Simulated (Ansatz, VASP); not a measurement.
Given: the input of a run of Ansatz 0.2.0 on Si2Mo.

The input input.yaml:

```yaml
crystal:
  lattice:
    - [4.5854715599, 0.0, 0.0]
    - [-2.29273578, 3.9711348592, 0.0]
    - [0.0, 0.0, 6.5797601]
  atoms:
    - { symbol: Mo, position: [0.5, 0.5, 0.8333333333] }
    - { symbol: Mo, position: [0.0, 0.5, 0.1666666667] }
    - { symbol: Mo, position: [0.5, 0.0, 0.5] }
    - { symbol: Si, position: [0.16387298, 0.32774596, 0.5] }
    - { symbol: Si, position: [0.67225404, 0.83612702, 0.1666666667] }
    - { symbol: Si, position: [0.83612702, 0.16387298, 0.8333333333] }
    - { symbol: Si, position: [0.83612702, 0.67225404, 0.5] }
    - { symbol: Si, position: [0.32774596, 0.16387298, 0.1666666667] }
    - { symbol: Si, position: [0.16387298, 0.83612702, 0.8333333333] }
hamiltonian:
  xc: pbe
  pseudopotentials: { kind: paw }
kpoints:
  mp_grid: { grid: [5, 5, 3] }
scf:
  occupations: { method: fermi_dirac, width: 0.05 }
output:
  forces: true
  stress: true
  eigenvalues: true
relax:
  f_tol: 0.01
  max_steps: 40
  cell: { stress_tol: 0.05 }
```

Potentials or basis: Ansatz PAW.

Launch:

```sh
$ ansatz run input.yaml --threads 4 --pin off --max-ram 11264MiB --backend cpu --events-out ev --progress --plain --runs-dir out
```

Translate it to VASP 6.6.1. Potentials there: VASP PAW PBE potentials, release 64 (Mo_sv, Si).

As run (the cutoff follows the program's own potentials):

The input INCAR:

```
SYSTEM = Si2Mo
PREC     = Accurate       ! precision mode
ENCUT    = 600            ! plane-wave cutoff, eV
EDIFF    = 1E-6           ! SCF threshold, eV
ISMEAR   = -1             ! smearing method
SIGMA    = 0.05           ! smearing width, eV
LREAL    = .False.        ! projectors in reciprocal space
LASPH    = .True.         ! aspherical terms in the spheres
NELM     = 60             ! most SCF steps
ALGO     = Fast           ! electronic algorithm
ISIF     = 3              ! what is computed and relaxed
LWAVE    = .False.        ! write WAVECAR
LCHARG   = .False.        ! write CHGCAR
GGA      = PE             ! functional
IBRION   = 2              ! ionic algorithm
NSW      = 40             ! ionic steps
EDIFFG   = -0.01          ! ionic threshold
```

KPOINTS

```
regular mesh
0
Gamma
  5 5 3
  0 0 0
```

The input POSCAR:

```
Si2Mo
1.0
    4.5854715599      0.0000000000      0.0000000000
   -2.2927357800      3.9711348592      0.0000000000
    0.0000000000      0.0000000000      6.5797601000
Mo Si
3 6
Direct
    0.5000000000      0.5000000000      0.8333333333
    0.0000000000      0.5000000000      0.1666666667
    0.5000000000      0.0000000000      0.5000000000
    0.1638729800      0.3277459600      0.5000000000
    0.6722540400      0.8361270200      0.1666666667
    0.8361270200      0.1638729800      0.8333333333
    0.8361270200      0.6722540400      0.5000000000
    0.3277459600      0.1638729800      0.1666666667
    0.1638729800      0.8361270200      0.8333333333
```

Potentials or basis: VASP PAW PBE potentials, release 64 (Mo_sv, Si).

The run is started by

```console
$ cat potpaw_PBE.64/Mo_sv/POTCAR potpaw_PBE.64/Si/POTCAR > POTCAR
$ mpirun -np 1 vasp_std > vasp.out
```

Both were run:

|  | VASP | Ansatz | Ansatz less VASP |
| --- | --- | --- | --- |
| gap on the k mesh at the Fermi level, each at its own relaxed structure (eV) | 0.60 | 0.60 | +0.003 |
| relaxed volume (Å³/atom) | 13.53 | 13.53 | -0.002 |
| relaxed cell length with the largest relative difference (Å) | 4.614 | 4.614 | -0.0004 |
| energy change over the relaxation (meV/atom) | -3 | -2 | +0.2 |

Caveats: an odd mesh through Γ misses points on the zone boundary, where band edges often lie (VASP); odd divisions of the mesh miss points on the zone boundary, where band edges often lie, so the gap on the mesh can be too wide (Ansatz); the plane-wave basis is chosen anew once the cell has moved, so the energies of steps on either side of that aren't comparable (Ansatz). PBE gaps usually lie below the measured ones, often by a third to a half.
